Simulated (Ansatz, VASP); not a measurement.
**Two plane-wave programs on P**

```xyz
1
Lattice="0.0000 1.8939 1.8939 1.8939 0.0000 1.8939 1.8939 1.8939 0.0000" Properties=species:S:1:pos:R:3 pbc="T T T"
P     0.0000    0.0000    0.0000
```

Alike in both runs: task single point; functional RPBE; k mesh 16 × 16 × 16; occupations fermi-dirac, width 0.1 eV; no spin polarisation.

```csv
,VASP,Ansatz
version,VASP 6.6.1,Ansatz 0.2.0
potentials or method,"VASP PAW PBE potentials, release 64 (P)","plane waves (420 eV) with PAW, scalar-relativistic"
plane-wave cutoff (eV),520,420
valence electrons in the cell,5,5
```

Ansatz gave:

| Property | Result |
| --- | --- |
| pressure (GPa) | 9.1 |

Problem. Which values does VASP return?

Solution. Pressure (GPa): 8.5.

The functional is the same, so the differences come from potentials, cutoffs and numerics.

Caveats: the PAW data sets were made with another functional, which shifts forces and pressure a little (VASP).
